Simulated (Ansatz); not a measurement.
# Al$_{3}$Cu$_{2}$: how the plane-wave cutoff moves the results

These are results of Ansatz, DFT r2SCAN, scalar-relativistic, plane waves, PAW, not measurements.

```cif
data_structure
_symmetry_space_group_name_H-M 'P 1'
_symmetry_Int_Tables_number 1
_cell_length_a 4.0473
_cell_length_b 4.0251
_cell_length_c 4.9808
_cell_angle_alpha 90.341
_cell_angle_beta 89.435
_cell_angle_gamma 119.973
_cell_volume 70.29
loop_
_atom_site_label
_atom_site_type_symbol
_atom_site_fract_x
_atom_site_fract_y
_atom_site_fract_z
_atom_site_occupancy
Al1 Al 0.99914 0.99770 0.99621 1
Al2 Al 0.32394 0.61520 0.32464 1
Al3 Al 0.63611 0.32164 0.65240 1
Cu1 Cu 0.29369 0.65587 0.85498 1
Cu2 Cu 0.64885 0.29109 0.12956 1
```

| Quantity | Value |
| --- | --- |
| Γ-centred k-mesh | 8×8×6 |
| occupation rule | Gaussian smearing, 0.1 eV |
| spin treatment | unpolarised |
| valence charge of the PAW sets | Al 3, Cu 19 |

The atoms are held and the plane-wave cutoff is swept. Energies are extrapolated to zero smearing and count from the reference run, 600 eV. The cell was strained and its atoms displaced at random, so that forces don't vanish. Pressure is positive in compression and holds a correction for the finite cutoff (Pulay stress).

Times are rough; the reference took 3.4 min on 1 thread of Intel(R) Xeon(R) Processor @ 2.50GHz (Skylake/Cascade Lake), with other jobs on the host, peak memory 0.87 GiB.

| cutoff (eV) | ΔE (meV/atom) | P (GPa) | largest change of a force component (eV/Å) | plane waves at Γ | wall time (s) |
| --- | --- | --- | --- | --- | --- |
| 200 | 6445 | 9.69 | 0.224 | 449 | 52 |
| 250 | 1082 | 8.62 | 0.095 | 617 | 71 |
| 300 | 129 | 7.96 | 0.016 | 813 | 74 |
| 350 | 10.7 | 7.34 | 0.004 | 1039 | 88 |
| 500 | 0.37 | 7.23 | 0.000 | 1803 | 150 |
| 600 | 0.00 | 7.23 | 0.000 | 2309 | 200 |